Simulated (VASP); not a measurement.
# Settings for CdS: band structure

CdS, P6_3mc (no. 186), 4 atoms in the cell. TB-mBJ; PAW potentials Cd, S (PBE set). VASP 6.6.1.

Wanted: band energies at the path's corners within 0.006 eV; smallest gap over path and mesh within 0.003 eV.

What the run is for: bands; Accuracy asked: tight; Route: KPOINTS_OPT.

Band energies at the path's corners: counted from the valence top.

POSCAR:
```
CdS
1.0
    4.1500000000      0.0000000000      0.0000000000
   -2.0750000000      3.5940054257      0.0000000000
    0.0000000000      0.0000000000      6.7370000000
Cd S
2 2
Direct
    0.6666666667      0.3333333333      0.5000000000
    0.3333333333      0.6666666667      0.0000000000
    0.6666666667      0.3333333333      0.8750000000
    0.3333333333      0.6666666667      0.3750000000
```

The series start from Plane-wave cutoff (eV): 320; k-point mesh: 5 × 5 × 3; k points a path segment: 12; Electronic threshold (eV): 1e-6; Precision mode (PREC): Accurate; Bands in all (NBANDS): 32; Aspherical gradient terms in the spheres (LASPH): yes. Each series keeps the choices made before it, and each single choice may use up half of a tolerance. Times cover all steps of a run.

## Plane-wave cutoff (eV)

| Plane-wave cutoff (eV) | Band energies at the path's corners, largest deviation (eV) | Smallest gap over path and mesh (eV) | Time (s) |
|---|---|---|---|
| 220 | 0.2666 | 2.8950 | 86 |
| 280 | 0.0140 | 2.7270 | 116 |
| 320 | 0.0069 | 2.7199 | 98 |
| 360 | 0.0031 | 2.7161 | 155 |
| 440 | 0.0037 | 2.7112 | 192 |
| 550 (reference) | 0.0000 | 2.7130 | 234 |

Chosen: 550; the next looser run is off by more than half of the tolerance, so convergence isn't shown beyond this value.

## k-point mesh

| k-point mesh | Band energies at the path's corners, largest deviation (eV) | Smallest gap over path and mesh (eV) | Time (s) |
|---|---|---|---|
| 2 × 2 × 1 | 0.1597 | 2.8122 | 158 |
| 3 × 3 × 2 | 0.0412 | 2.7455 | 194 |
| 4 × 4 × 2 | 0.0089 | 2.7190 | 193 |
| 5 × 5 × 3 | 0.0021 | 2.7130 | 234 |
| 6 × 6 × 4 | 0.0004 | 2.7113 | 283 |
| 8 × 8 × 4 (reference) | 0.0000 | 2.7110 | 341 |

Chosen: 6 × 6 × 4, the loosest value from which every tighter one stays within half of the tolerance.

## Electronic threshold (eV)

| Electronic threshold (eV) | Band energies at the path's corners, largest deviation (eV) | Smallest gap over path and mesh (eV) | Time (s) |
|---|---|---|---|
| 0.001 | 0.0040 | 2.7073 | 131 |
| 0.0001 | 0.0002 | 2.7114 | 165 |
| 1e-5 | 0.0001 | 2.7113 | 186 |
| 1e-6 | 0.0000 | 2.7113 | 255 |
| 1e-7 (reference) | 0.0000 | 2.7113 | 272 |

Chosen: 0.0001.

## Precision mode (PREC)

| Precision mode (PREC) | Band energies at the path's corners, largest deviation (eV) | Smallest gap over path and mesh (eV) | Time (s) |
|---|---|---|---|
| SingleN | 0.1500 | 2.8276 | 97 |
| Normal | 0.0131 | 2.7200 | 112 |
| Accurate (reference) | 0.0000 | 2.7114 | 165 |

Chosen: Accurate; the one before it in the list is off by more than half of the tolerance.

## Bands in all (NBANDS)

| Bands in all (NBANDS) | Band energies at the path's corners, largest deviation (eV) | Smallest gap over path and mesh (eV) | Time (s) |
|---|---|---|---|
| 20 | 0.0010 | 2.7114 | 141 |
| 21 | 0.0003 | 2.7114 | 162 |
| 22 | 0.0002 | 2.7113 | 158 |
| 24 | 0.0003 | 2.7113 | 183 |
| 32 | 0.0004 | 2.7114 | 165 |
| 42 (reference) | 0.0000 | 2.7111 | 220 |

Chosen: 20.

## Aspherical gradient terms in the spheres (LASPH)

| Aspherical gradient terms in the spheres (LASPH) | Band energies at the path's corners, largest deviation (eV) | Smallest gap over path and mesh (eV) | Time (s) |
|---|---|---|---|
| no | 0.0085 | 2.7064 | 105 |
| yes (reference) | 0.0000 | 2.7114 | 141 |

Chosen: yes; the one before it in the list is off by more than half of the tolerance.

Also changed on the way, by series that aren't shown: k points a path segment: 5.

## All choices together

| Input | Band energies at the path's corners, largest deviation (eV) | Smallest gap over path and mesh (eV) | Time (s) |
|---|---|---|---|
| the program's defaults (naive) | no result | no result | 56 |
| chosen settings | 0.0011 | 2.7114 | 141 |
| reference settings throughout | 0.0000 | 2.7110 | 751 |

The chosen settings stay within the tolerance of the reference run, but the reference itself isn't shown to be converged in: Plane-wave cutoff (eV).

## The input

INCAR.step1:
```
ISMEAR = 0 ; SIGMA = 0.03
LWAVE = T ; LCHARG = F
NBANDS = 20 ; PREC = Accurate
LASPH = T ; LREAL = F
ALGO = Normal ; EDIFF = 1E-4
NELM = 120 ; GGA_COMPAT = F
ENCUT = 550 ; EFERMI = MIDGAP
GGA = PE
```

INCAR.step2, as INCAR.step1 but for:
```
- LWAVE = T
- GGA = PE
+ METAGGA = MBJ
+ LWAVE = F
+ LMIXTAU = T
+ ISTART = 1
```

KPOINTS:
```
Automatic mesh
0
Gamma
  6 6 4
  0 0 0
```

KPOINTS_OPT:
```
path GMKGALHA,LM,KH
5
line-mode
reciprocal
 0.0000000000  0.0000000000  0.0000000000  G
 0.5000000000  0.0000000000  0.0000000000  M

 0.5000000000  0.0000000000  0.0000000000  M
 0.3333333333  0.3333333333  0.0000000000  K

 0.3333333333  0.3333333333  0.0000000000  K
 0.0000000000  0.0000000000  0.0000000000  G

 0.0000000000  0.0000000000  0.0000000000  G
 0.0000000000  0.0000000000  0.5000000000  A

 0.0000000000  0.0000000000  0.5000000000  A
 0.5000000000  0.0000000000  0.5000000000  L

 0.5000000000  0.0000000000  0.5000000000  L
 0.3333333333  0.3333333333  0.5000000000  H

 0.3333333333  0.3333333333  0.5000000000  H
 0.0000000000  0.0000000000  0.5000000000  A

 0.5000000000  0.0000000000  0.5000000000  L
 0.5000000000  0.0000000000  0.0000000000  M

 0.3333333333  0.3333333333  0.0000000000  K
 0.3333333333  0.3333333333  0.5000000000  H
```

Commands (each step's output is kept before the next begins):
```
cat potpaw_PBE.64/Cd/POTCAR potpaw_PBE.64/S/POTCAR > POTCAR
cp INCAR.step1 INCAR
mpirun -np 1 vasp_std > vasp.out
cp INCAR.step2 INCAR
mpirun -np 1 vasp_std > vasp.out
```

The chosen input took VASP 6.6.1 141 s on 1 core (Intel Xeon Platinum 8124M @ 3.00GHz (Skylake/Cascade Lake)), a shared host.

## An input that fails: too few bands

VASP's message: The number of bands is not sufficient to hold all electrons. I am sorry, but this calculation does not make sense. If you want to calculate only selected states, you need to set either EFERMI or EREF. EREF specifies around which energy states are supposed to be calculated. I found NBANDS = 17, NELECT = ….

Changes against the starting input:
```
- NBANDS = 32
- NELM = 120
+ NBANDS = 17
+ NELM = 100
```
